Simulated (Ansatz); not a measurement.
## PbF2 (Fluorocronite) in Ansatz: the effect of functional

Crystal: PbF2 (Fluorocronite).

```
CELL_PARAMETERS angstrom
0.00000 2.90316 2.90316
2.90316 0.00000 2.90316
2.90316 2.90316 0.00000
ATOMIC_POSITIONS crystal
Pb 0.00000 0.00000 0.00000
F 0.75000 0.75000 0.75000
F 0.25000 0.25000 0.25000
```

The cell isn't the ideal one: volume scaled by 0.94.

Alike in all runs:

```yaml
Program: Ansatz 0.2.0
Task: single point
Potentials_or_basis: Ansatz PAW
k_mesh: 8 × 8 × 8
Occupations: fermi-dirac, width 0.05 eV
Spin: no spin polarisation
```

One run gave: gap on the mesh 4.40 eV; pressure 8.3 GPa. Which functional did it use?
A. r2SCAN
B. LDA
C. PBE

C.

```csv
functional,cutoff,gap on the mesh (eV),pressure (GPa)
LDA,420 eV (not typed: the program's choice for these potentials),4.25,0.2
r2SCAN,500 eV (not typed: the program's choice for these potentials),4.90,5.2
PBE,420 eV (not typed: the program's choice for these potentials),4.40,8.3
```

Caveats: spin-orbit coupling is left out, which as a rule narrows the gap of such compounds by several tenths of an eV; the PAW data sets come from PBE, with cores solved anew for the run's functional, which leaves a small shift of forces and pressure (some runs).

A k mesh can miss the band edges.
